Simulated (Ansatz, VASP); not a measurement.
AlN in VASP and in Ansatz

```
Al N
1.0
     0.00000   -2.14653   -2.14653
    -2.14653    0.00000   -2.14653
     2.14653    2.14653   -4.29306
Al N
2 2
Direct
  0.00090 0.00090 0.99729
  0.49910 0.49910 0.50271
  0.37497 0.37497 0.87509
  0.87503 0.87503 0.37491
```

Change from the starting cell: mode 6 frozen in at -0.014 Å, equal normal strain along x, y and z -0.0250.

Alike in both runs: task single point; functional PBE; k mesh 6 × 6 × 6; occupations gaussian, width 0.05 eV; no spin polarisation.

```csv
,VASP,Ansatz
version,VASP 6.6.1,Ansatz 0.2.0
potentials or method,"VASP PAW PBE potentials, release 64 (Al, N)","scalar-relativistic, plane waves, PAW"
plane-wave cutoff (eV),520,520
valence electrons in the cell,16,16
```

VASP gave:

```
gap on the k mesh at the Fermi level (eV) : 3.31
least direct gap on the mesh (eV)         : 3.81
pressure (GPa)                            : 16.8
rms of the force components (eV/Å)        : 0.202
```

Problem. Estimate Ansatz's values.

Solution. gap on the k mesh at the Fermi level (eV): 3.32; least direct gap on the mesh (eV): 3.82; pressure (GPa): 17.0; rms of the force components (eV/Å): 0.202.

Atom by atom the forces differ by 0.000 eV/Å (rms over components).

Caveats: so large a pressure means that the cell lies far from this level's equilibrium, or that cutoff or potentials fall short (VASP). A k mesh can miss the band edges.
